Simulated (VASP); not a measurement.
Wanted: the native input for a VASP 6.6.1 run.

```
Task                   : band structure
Functional             : r2SCAN
Potentials or basis    : VASP PAW PBE potentials, release 64 (Ta_pv, N)
Cutoff                 : 520 eV
k mesh                 : 7 × 7 × 4
Occupations            : tetrahedron
Spin                   : no spin polarisation
Monkhorst-Pack mesh    : yes
Further INCAR settings : ALGO = Normal; EDIFF = 1e-06
```

The structure of TaN lies in POSCAR:

```
TaN
1.0
    2.9217699809      0.0000000000      0.0000000000
   -1.4608849905      2.5303270275      0.0000000000
    0.0000000000      0.0000000000      5.9165150000
Ta N
2 2
Direct
    0.0000000000      0.0000000000      0.5000000000
    0.0000000000      0.0000000000      0.0000000000
    0.3333333333      0.6666666667      0.2500000000
    0.6666666667      0.3333333333      0.7500000000
```

The cell comes from a database or a generator and needn't be the stable form of this composition.

One way to write it, as run:

INCAR

```
SYSTEM = TaN
PREC = Accurate
ENCUT = 520
EDIFF = 1E-6
ISMEAR = -5
SIGMA = 0.01
LREAL = .FALSE.
LASPH = .TRUE.
NELM = 100
ALGO = Normal
ISIF = 2
LWAVE = .FALSE.
LCHARG = .FALSE.
LMAXMIX = 4
METAGGA = R2SCAN
LMIXTAU = .TRUE.
```

KPOINTS

```
regular mesh
0
Monkhorst
  7 7 4
  0 0 0
```

KPOINTS_OPT

```
path GMKGALHA,LM,KH
15
line-mode
reciprocal
 0.0000000000  0.0000000000  0.0000000000  G
 0.5000000000  0.0000000000  0.0000000000  M

 0.5000000000  0.0000000000  0.0000000000  M
 0.3333333333  0.3333333333  0.0000000000  K

 0.3333333333  0.3333333333  0.0000000000  K
 0.0000000000  0.0000000000  0.0000000000  G

 0.0000000000  0.0000000000  0.0000000000  G
 0.0000000000  0.0000000000  0.5000000000  A

 0.0000000000  0.0000000000  0.5000000000  A
 0.5000000000  0.0000000000  0.5000000000  L

 0.5000000000  0.0000000000  0.5000000000  L
 0.3333333333  0.3333333333  0.5000000000  H

 0.3333333333  0.3333333333  0.5000000000  H
 0.0000000000  0.0000000000  0.5000000000  A

 0.5000000000  0.0000000000  0.5000000000  L
 0.5000000000  0.0000000000  0.0000000000  M

 0.3333333333  0.3333333333  0.0000000000  K
 0.3333333333  0.3333333333  0.5000000000  H
```

Potentials or basis: VASP PAW PBE potentials, release 64 (Ta_pv, N).

The run is started by

```sh
$ cat potpaw_PBE.64/Ta_pv/POTCAR potpaw_PBE.64/N/POTCAR > POTCAR
$ mpirun -np 1 vasp_std > vasp.out
```

Results of the run:

```yaml
Pressure: -4.2 GPa
Band_gap_along_the_path: none (metal or under the smearing width)
```

Caveat: the PAW data sets were made with another functional, which shifts forces and pressure a little; spin-orbit coupling is left out, which moves the levels of the heavy elements; tetrahedron occupations give inexact forces and stress in metals.

Run time: 3.1 min on 1 thread of AMD EPYC 9R45 96-Core Processor (Zen 5), with other jobs on the host, peak memory 0.15 GiB.
